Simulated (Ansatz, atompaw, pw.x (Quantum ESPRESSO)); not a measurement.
# What a changed setting does to a pw.x run (fcc W)

Potential: PAW, atompaw 4.2.0.5, PBE; core [Xe] 4f14, reference 5d4.5 6s1.5 6p0; waves: 6s (bound): rc 2.35 bohr; 6s channel at 1.15 Ry: rc 3.00 bohr; 6p (bound, empty): rc 3.00 bohr; 6p channel at 4.35 Ry: rc 3.00 bohr; 5d (bound): rc 1.50 bohr; 5d channel at 5 Ry: rc 1.50 bohr; local part: bessel scheme, radius 2.15 bohr; core correction: smooth core density matched at 1.65 bohr; augmentation: sinc compensation charge, radius 2.80 bohr; PAW radius 3.00 bohr; waves and projectors: custom rrkj vanderbiltortho.

The reference run (k-mesh 14³, cutoffs 60/600 Ry, Fermi–Dirac 0.01 Ry, mixing_beta 0.4, conv_thr 1e-9, no spin) gives -1.21 GPa at 16.478 Å³/atom, where all-electron LAPW gives -0.06 GPa. This run, with its own iteration cap, changes k-mesh points per axis to 20.

```
&control
  calculation='scf', prefix='x', pseudo_dir='./', outdir='./tmp', tstress=.true., disk_io='none'
/
&system
  ibrav=0, nat=1, ntyp=1, ecutwfc=60, ecutrho=600, nbnd=10,
  occupations='smearing', smearing='fd', degauss=0.01
/
&electrons
  conv_thr=1e-09, mixing_beta=0.4, electron_maxstep=50
/
ATOMIC_SPECIES
W 1.0 W.UPF
CELL_PARAMETERS angstrom
  0.00000000 2.01972156 2.01972156
  2.01972156 0.00000000 2.01972156
  2.01972156 2.01972156 0.00000000
ATOMIC_POSITIONS crystal
W 0.0000 0.0000 0.0000
K_POINTS automatic
20 20 20 0 0 0
```

```bash
pw.x < W.scf.in > W.scf.out
```

**Question.** How does the run end?

**Answer.** It converges in 9 iterations; the free energy moves by +1.1 meV/atom and the pressure by -0.05 GPa.

```
Message from routine setup:
     using ibrav=0 with symmetry is DISCOURAGED, use correct ibrav instead
     lattice parameter (alat)  =       5.3977  a.u.
     unit-cell volume          =     111.1991 (a.u.)^3
     number of electrons       =         6.00
     number of Kohn-Sham states=           10
     kinetic-energy cutoff     =      60.0000  Ry
     charge density cutoff     =     600.0000  Ry
     scf convergence threshold =      1.0E-09
     Exchange-correlation= SLA PW PBX PBC
     number of k points=   256  Fermi-Dirac smearing, width (Ry)=  0.0100
     negative rho (up, down):  1.752E-04 0.000E+00
     iteration #  1     ecut=    60.00 Ry     beta= 0.40
     negative rho (up, down):  2.914E-04 0.000E+00
     total energy              =    -655.15213794 Ry
     estimated scf accuracy    <       0.09484892 Ry
     iteration #  2     ecut=    60.00 Ry     beta= 0.40
     negative rho (up, down):  4.428E-04 0.000E+00
     total energy              =    -655.14547482 Ry
     estimated scf accuracy    <       0.01960480 Ry
     iteration #  3     ecut=    60.00 Ry     beta= 0.40
     negative rho (up, down):  4.877E-04 0.000E+00
     total energy              =    -655.14814039 Ry
     estimated scf accuracy    <       0.00023411 Ry
     [... 3 iterations left out ...]
     iteration #  7     ecut=    60.00 Ry     beta= 0.40
     negative rho (up, down):  5.014E-04 0.000E+00
     total energy              =    -655.14825548 Ry
     estimated scf accuracy    <       0.00000005 Ry
     iteration #  8     ecut=    60.00 Ry     beta= 0.40
     negative rho (up, down):  5.016E-04 0.000E+00
     total energy              =    -655.14825544 Ry
     estimated scf accuracy    <       0.00000012 Ry
     iteration #  9     ecut=    60.00 Ry     beta= 0.40
     negative rho (up, down):  5.015E-04 0.000E+00
     the Fermi energy is    14.4970 ev
!    total energy              =    -655.14825546 Ry
     estimated scf accuracy    <          7.6E-11 Ry
     smearing contrib. (-TS)   =      -0.00535518 Ry
     The total energy is F=E-TS. E is the sum of the following terms:
     one-electron contribution =      12.27218870 Ry
     hartree contribution      =       0.16982980 Ry
     xc contribution           =     -16.52546510 Ry
     ewald contribution        =     -21.62262478 Ry
     one-center paw contrib.   =    -629.43682889 Ry
     convergence has been achieved in   9 iterations
     negative rho (up, down):  5.015E-04 0.000E+00
          total   stress  (Ry/bohr**3)                   (kbar)     P=      -12.51
     Message from routine punch:
     Nothing written, as per user request (disk_io='none')
```

The run took about 19 s on one core of a shared host (AMD EPYC 9R45 96-Core Processor, 96 threads, 376 GiB, load 25).
